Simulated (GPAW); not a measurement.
HfB2:

```
Hf B
1.0
     3.14000    0.00000    0.00000
    -1.57000    2.71932    0.00000
     0.00000    0.00000    3.48000
Hf B
1 2
Direct
  0.00000 0.00000 0.00000
  0.66667 0.33333 0.50000
  0.33333 0.66667 0.50000
```

* Program: GPAW 26.7.0
* Task: relaxation of cell and atoms
* Functional: PBEsol
* Dispersion: D3(BJ)+ATM
* Potentials or basis: PAW data sets generated in the run's folder for this functional
* Cutoff: 800 eV
* Basis: pw
* k mesh: 7 × 7 × 6
* Occupations: fermi-dirac, width 0.05 eV
* Spin: no spin polarisation

At the start: pressure -8.2 GPa; volume 9.90 Å³/atom.

**Question.** How do energy, volume and symmetry change on relaxing?

**Answer.** Over 6 steps the energy falls by 8.0 meV/atom and the volume is 9.60 Å³/atom (-3.1 %); space group P6/mmm (No. 191, to 0.05 Å).

Step by step:
```tsv
step	energy change (eV)	largest force (eV/Å)	pressure (GPa)	volume (Å³)
1	0.0000	0.0000	-8.16	29.71
2	-0.0095	0.0000	-6.38	29.50
3	-0.0234	0.0000	0.28	28.76
4	-0.0235	0.0000	0.07	28.78
5	-0.0238	0.0000	-0.24	28.81
6	-0.0239	0.0000	-0.19	28.80
```

Final structure:
```yaml
crystal:
  lattice:
    - [3.11374, 0.00000, 0.00000]
    - [-1.55687, 2.69658, 0.00000]
    - [0.00000, 0.00000, 3.43041]
  atoms:
    - { symbol: Hf, position: [0.00000, 0.00000, 0.00000] }
    - { symbol: B, position: [0.66667, 0.33333, 0.50000] }
    - { symbol: B, position: [0.33333, 0.66667, 0.50000] }
```

Caveat: later steps reuse the first step's grids; pairwise dispersion overbinds metals, which lowers pressure and volume.
